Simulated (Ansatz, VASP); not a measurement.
## GaS5 in VASP and in Ansatz

INCAR

```
SYSTEM = GaS5
PREC = Accurate
ENCUT = 520
EDIFF = 1E-6
ISMEAR = 0
SIGMA = 0.1
LREAL = .FALSE.
LASPH = .TRUE.
NELM = 80
ALGO = Normal
ISIF = 2
LWAVE = .FALSE.
LCHARG = .FALSE.
GGA = PE
NBANDS = 30
```

KPOINTS

```
Automatic mesh
0
G
  3 3 4
  0 0 0
```

Contents of POSCAR:

```
GaS5
1.0
    5.8428240700      0.0000000000      0.0000000000
   -2.9214120400      5.0600340800      0.0000000000
    0.0000000000      0.0000000000      4.6521074300
Ga S
1 5
Direct
    0.0000000000      0.0000000000      0.0000000000
    0.3333333300      0.6666666700      0.0000000000
    0.6666666700      0.3333333300      0.0000000000
    0.5000000000      0.0000000000      0.5000000000
    0.5000000000      0.5000000000      0.5000000000
    0.0000000000      0.5000000000      0.5000000000
```

Input for Ansatz:

```yaml
crystal:
  lattice:
    - [5.84282407, 0.0, 0.0]
    - [-2.92141204, 5.06003408, 0.0]
    - [0.0, 0.0, 4.65210743]
  atoms:
    - { symbol: Ga, position: [0.0, 0.0, 0.0] }
    - { symbol: S, position: [0.33333333, 0.66666667, 0.0] }
    - { symbol: S, position: [0.66666667, 0.33333333, 0.0] }
    - { symbol: S, position: [0.5, 0.0, 0.5] }
    - { symbol: S, position: [0.5, 0.5, 0.5] }
    - { symbol: S, position: [0.0, 0.5, 0.5] }
basis:
  ecutwfc: 420
kpoints:
  mp_grid: { grid: [3, 3, 4] }
hamiltonian:
  xc: pbe
scf:
  occupations: { method: gaussian, width: 0.1 }
  lower_state_search: "off"
output:
  forces: true
  stress: true
  eigenvalues: true
```

Change from the starting cell: species swapped into the CaCu5 type (P6/mmm, No. 191).

Alike in both runs: task single point; functional PBE; k mesh 3 × 3 × 4; occupations gaussian, width 0.1 eV; no spin polarisation.

|  | VASP | Ansatz |
| --- | --- | --- |
| version | VASP 6.6.1 | Ansatz 0.2.0 |
| potentials or method | VASP PAW PBE potentials, release 64 (Ga_d, S) | scalar-relativistic, plane waves, PAW |
| plane-wave cutoff (eV) | 520 | 420 |
| valence electrons in the cell | 43 | 43 |

```tsv
	VASP	Ansatz	Ansatz less VASP
gap on the k mesh at the Fermi level (eV)	none	none	-
pressure (GPa)	-7.4	-7.4	+0.05
largest component of the traceless stress (GPa)	7.42	7.42	-0.003
```

A gap of «none» marks a metal or a gap that the smearing closes. With one functional, cell and mesh, what is left measures potentials, basis and numerics.

Caveats: the k mesh is coarse (spacing up to 0.41 Å⁻¹), so the values aren't converged.
